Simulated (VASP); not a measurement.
Al, 4 atoms in the cell. The structure is cubic, space group Fm-3m (No. 225). The conventional cell has a = 4.050 Å, b = 4.050 Å, c = 4.050 Å, α = 90.00°, β = 90.00°, γ = 90.00°. Al (site symmetry m-3m) has 12 Al at 2.86 Å as nearest neighbours. 

```yaml
Program: VASP 6.6.1
Task: optical spectrum
Functional: LDA
Potentials_or_basis: VASP PAW LDA potentials, release 64 (Al)
Cutoff: 520 eV
k_mesh: 7 × 7 × 7
Occupations: fermi-dirac, width 0.1 eV
Spin: no spin polarisation
Further_INCAR_settings: ALGO = Normal; EDIFF = 1e-06; NBANDS = 54
```

Potentials or basis: VASP PAW LDA potentials, release 64 (Al).

Run with:

```bash
$ ase convert -i cif -o vasp Al.cif POSCAR
$ cat potpaw_LDA.64/Al/POTCAR > POTCAR
$ mpirun -np 1 vasp_std > vasp.out
```

Hardware: 1 thread of Intel(R) Xeon(R) Platinum 8559C (Emerald Rapids) (shared host).

Q: How long does it take, and how much memory?

A: Wall time 29 s on 1 thread of Intel(R) Xeon(R) Platinum 8559C (Emerald Rapids), on a shared host, peak memory 0.18 GiB. Counts: scf iterations 9, k points 20.
